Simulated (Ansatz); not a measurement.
# AlN and its competing phases

Computed with Ansatz 0.2.0, DFT PBE, scalar-relativistic, plane waves, PAW. All cells share a 420 eV cutoff and Γ-centred k meshes spaced at most about 0.3 Å⁻¹ (2π included). No spin polarisation.

Formation energies are uncorrected and refer to the elements' standard structures at the same level (N₂ as a molecule).

All energies are static (0 K, no zero-point motion).

The competitors are the elements and 1 reference phase of this chemical system (from databases or known types: AlN), relaxed at the same level; other known phases may be missing.

The candidate was reached from: 5-connected net, two elements spread over the vertices.

```cif
data_structure
_symmetry_space_group_name_H-M 'P1'
_symmetry_Int_Tables_number 1
_cell_length_a 3.2578
_cell_length_b 4.7800
_cell_length_c 4.8904
_cell_angle_alpha 61.207
_cell_angle_beta 83.198
_cell_angle_gamma 86.327
_cell_volume 66.27
loop_
_atom_site_label
_atom_site_type_symbol
_atom_site_symmetry_multiplicity
_atom_site_Wyckoff_symbol
_atom_site_fract_x
_atom_site_fract_y
_atom_site_fract_z
_atom_site_occupancy
Al1 Al 1 a 0.33217 0.89672 0.90602 1
Al2 Al 1 a 0.58142 0.14589 0.27214 1
Al3 Al 1 a 0.93431 0.50257 0.48546 1
N1 N 1 a 0.44091 0.74255 0.33677 1
N2 N 1 a 0.98031 0.26695 0.91816 1
N3 N 1 a 0.14556 0.44532 0.08146 1
```

Task: Where does it stand against these competitors?

Result: Not the lowest form: another structure of the same formula lies lower. Its formation energy is -0.376 eV/atom. The lowest competing phase at this composition is this:

| phase | space group | source | share of atoms | ΔE_f (eV/atom) |
| --- | --- | --- | --- | --- |
| AlN | P6_3mc (No. 186) | Materials Project | 1.0000 | -1.368 |

The candidate lies 0.99 eV/atom above this phase. The candidate matches no cell in the subsets of the Crystallography Open Database and the Materials Project at hand. The margin is far too high for a likely synthesis. It holds N–N pairs (shortest 1.57 Å).
